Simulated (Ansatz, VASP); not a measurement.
# One calculation of W, two programs

INCAR

```
SYSTEM = W
ALGO = Normal
EDIFF = 1E-6
EDIFFG = -0.02
ENCUT = 600
GGA = RP
IBRION = 2
ISIF = 3
ISMEAR = -1
LASPH = .TRUE.
LCHARG = .FALSE.
LREAL = .FALSE.
LWAVE = .FALSE.
NELM = 100
NSW = 80
PREC = Accurate
SIGMA = 0.05
```

Contents of KPOINTS:

```
k-points
0
G
  12 12 12
  0 0 0
```

File POSCAR:

```
W
1.0
   -1.5823450000      1.5823450000      1.5823450000
    1.5823450000     -1.5823450000      1.5823450000
    1.5823450000      1.5823450000     -1.5823450000
W
1
Direct
    0.0000000000      0.0000000000      0.0000000000
```

The input input.yaml:

```yaml
crystal:
  lattice:
    - [-1.582345, 1.582345, 1.582345]
    - [1.582345, -1.582345, 1.582345]
    - [1.582345, 1.582345, -1.582345]
  atoms:
    - { symbol: W, position: [0.0, 0.0, 0.0] }
kpoints:
  mp_grid: { grid: [12, 12, 12] }
scf:
  occupations: { method: fermi_dirac, width: 0.05 }
hamiltonian:
  xc: rpbe
  pseudopotentials: { kind: all_electron, lapw: { basis_error: 0.001 } }
output:
  forces: true
  stress: true
relax:
  f_tol: 0.02
  max_steps: 60
  cell: {}
```

Alike in both runs: task relaxation of cell and atoms; functional RPBE; k mesh 12 × 12 × 12; occupations fermi-dirac, width 0.05 eV; no spin polarisation.

|  | VASP | Ansatz |
| --- | --- | --- |
| version | VASP 6.6.1 | Ansatz 0.2.0 |
| potentials or method | VASP PAW PBE potentials, release 64 (W_sv) | all-electron LAPW, scalar-relativistic |
| plane-wave cutoff (eV) | 600 | see its input |

Ansatz gave:

```
relaxed volume (Å³/atom)                                     : 16.36
relaxed cell length with the largest relative difference (Å) : 2.770
energy change over the relaxation (meV/atom)                 : -15
```

**Question.** Which values does VASP return?

**Answer.** Relaxed volume (Å³/atom): 16.38; relaxed cell length with the largest relative difference (Å): 2.771; energy change over the relaxation (meV/atom): -17.

Ansatz ran all-electron here, so the differences hold the error of VASP's frozen core and of both bases.

Caveats: the PAW data sets were made with another functional, which shifts forces and pressure a little (VASP). Zero-point motion and thermal expansion aren't in these numbers. RPBE and its kin give volumes clearly too large for solids.
